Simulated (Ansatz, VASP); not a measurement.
Given: the input of a run of VASP 6.6.1 on BN. The cell is a database's computed one, not the measured one.

The input INCAR:

```
  PREC = Accurate
  ENCUT = 580
  EDIFF = 1E-6
  ISMEAR = -1
  SIGMA = 0.05
  LREAL = False
  LASPH = True
  NELM = 60
  ALGO = Fast
  ISIF = 3
  LWAVE = False
  LCHARG = False
  GGA = PE
  IBRION = 2
  NSW = 40
  EDIFFG = -0.01
```

File KPOINTS:

```
Automatic mesh
0
Gamma
  13 13 13
```

Contents of POSCAR:

```
BN
1.0
    0.0000000000      1.8130010000      1.8130010000
    1.8130010000      0.0000000000      1.8130010000
    1.8130010000      1.8130010000      0.0000000000
N B
1 1
Direct
    0.2500000000      0.2500000000      0.2500000000
    0.0000000000      0.0000000000      0.0000000000
```

Potentials or basis: VASP PAW PBE potentials, release 54 (N, B).

The run is started by

```sh
$ cat potpaw_PBE.54/N/POTCAR potpaw_PBE.54/B/POTCAR > POTCAR
$ mpirun -np 1 vasp_std > vasp.out
```

Question: What does the same run look like in Ansatz 0.2.0? Potentials or basis there: Ansatz PAW, cutoff 420 eV.

Answer: As run (cutoffs and basis follow the program's own potentials, and thresholds, step limits or extra output files can differ):

File input.yaml:

```yaml
crystal:
  lattice:
    - [0.0, 1.813001, 1.813001]
    - [1.813001, 0.0, 1.813001]
    - [1.813001, 1.813001, 0.0]
  atoms:
    - { symbol: "N", position: [0.25, 0.25, 0.25] }
    - { symbol: B, position: [0.0, 0.0, 0.0] }
hamiltonian:
  xc: pbe
  pseudopotentials: { kind: paw }
kpoints:
  mp_grid: { grid: [13, 13, 13] }
scf:
  occupations: { method: fermi_dirac, width: 0.05 }
output:
  forces: true
  stress: true
  eigenvalues: true
  write_density: true
  write_potential: true
  elf: true
  volumetric_format: npy
relax:
  f_tol: 0.01
  max_steps: 40
  cell: { stress_tol: 0.05 }
```

Potentials or basis: Ansatz PAW.

Launch:

```sh
$ ansatz run input.yaml --threads 1 --pin off --max-ram 3584MiB --backend cpu --events-out ev --progress --plain --runs-dir out
```

Both were run:

|  | VASP | Ansatz |
| --- | --- | --- |
| Relaxed volume | 5.95 Å³/atom | 5.95 Å³/atom |
| Relaxed cell | a = 2.563 Å, b = 2.563 Å, c = 2.563 Å, α = 60.00°, β = 60.00°, γ = 60.00° | a = 2.563 Å, b = 2.563 Å, c = 2.563 Å, α = 60.00°, β = 60.00°, γ = 60.00° |
| Space group after relaxing | F-43m (No. 216) | F-43m (No. 216) |
| Pressure after relaxing | 0.0 GPa | 0.0 GPa |

Ansatz's pressure holds a Pulay term of +1.05 GPa for its cutoff of 420 eV, which the other run lacks.

Where Ansatz's input types no cutoff or centring, it takes its own default and a Γ-centred mesh.

Pressure is positive in compression.
